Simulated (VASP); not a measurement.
GaAs, 2 atoms in the cell. The structure is cubic, space group F-43m (No. 216). The conventional cell has a = 5.502 Å, b = 5.502 Å, c = 5.502 Å, α = 90.00°, β = 90.00°, γ = 90.00°. Ga (site symmetry -43m) is surrounded by 4 As at 2.38 Å. Around As (site symmetry -43m) lie 4 Ga at 2.38 Å.  The cell isn't the ideal one: hydrostatic strain -2.9%.

```yaml
Program: VASP 6.6.1
Task: single point
Functional: HSE06
Potentials_or_basis: VASP PAW PBE potentials, release 64 (Ga_d, As)
Cutoff: 520 eV
k_mesh: 6 × 6 × 6
Occupations: gaussian, width 0.01 eV
Spin: no spin polarisation
Dipole_correction: no
Exchange_at_q_=_0: truncated
Grid_for_exact_exchange_PRECFOCK: Normal
Screening_parameter: 0.2079 1/A
Further_INCAR_settings: ALGO = Normal; EDIFF = 1e-06; NBANDS = 16
```

Potentials or basis: VASP PAW PBE potentials, release 64 (Ga_d, As).

Run with:

```sh
$ cat potpaw_PBE.64/Ga_d/POTCAR potpaw_PBE.64/As/POTCAR > POTCAR
$ cp INCAR.step1 INCAR
$ mpirun -np 1 vasp_std > vasp.out
$ cp INCAR.step2 INCAR
$ mpirun -np 1 vasp_std > vasp.out
```

Hardware: 1 thread of Intel(R) Xeon(R) Platinum 8488C (Sapphire Rapids), with other jobs on the host.

How long does it take, and how much memory?

Run time: 39 min on 1 thread of Intel(R) Xeon(R) Platinum 8488C (Sapphire Rapids), on a shared host, peak memory 0.29 GiB. Counts: scf iterations 10, k points 16.
